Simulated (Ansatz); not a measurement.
Input and command of a plane-wave DFT calculation in Ansatz:

```yaml
crystal:
  lattice:
    - [3.3336326011, 0.0, 0.0]
    - [0.0, 35.397869026, 0.0]
    - [0.0, 0.0, 4.5034637553]
  atoms:
    - { symbol: P, position: [0.0, 0.9696876243, 0.5826201303] }
    - { symbol: P, position: [0.0, 0.0303123757, 0.4173798697] }
    - { symbol: P, position: [0.5, 0.0303123757, 0.0826201303] }
    - { symbol: P, position: [0.5, 0.9696876243, 0.9173798697] }
basis:
  ecutwfc: 420
kpoints:
  mp_grid: { grid: [8, 1, 6] }
hamiltonian:
  xc: pbesol
scf:
  occupations: { method: gaussian, width: 0.02 }
output:
  forces: true
  stress: true
  eigenvalues: true
relax:
  adjacent_minimum: "off"
  f_tol: 0.008
  max_steps: 40
```

```bash
ansatz run input.yaml --threads 1 --pin off --max-ram 2560MiB --backend cpu --events-out ev --progress --plain --runs-dir out
```

Processor: Intel(R) Xeon(R) Platinum 8259CL CPU @ 2.50GHz (Skylake/Cascade Lake), 1 thread, on a host shared with other jobs.

Task: Estimate time, memory and problem size.

Result: About 56 s on 1 thread of Intel(R) Xeon(R) Platinum 8259CL CPU @ 2.50GHz (Skylake/Cascade Lake), with other jobs on the host, peak memory 0.64 GiB. It solves 14 bands at 20 k points (the mesh reduced by the symmetry that the task leaves, which can be less than the crystal's) with about 10487 plane waves, in 17 SCF iterations over 4 ionic steps.
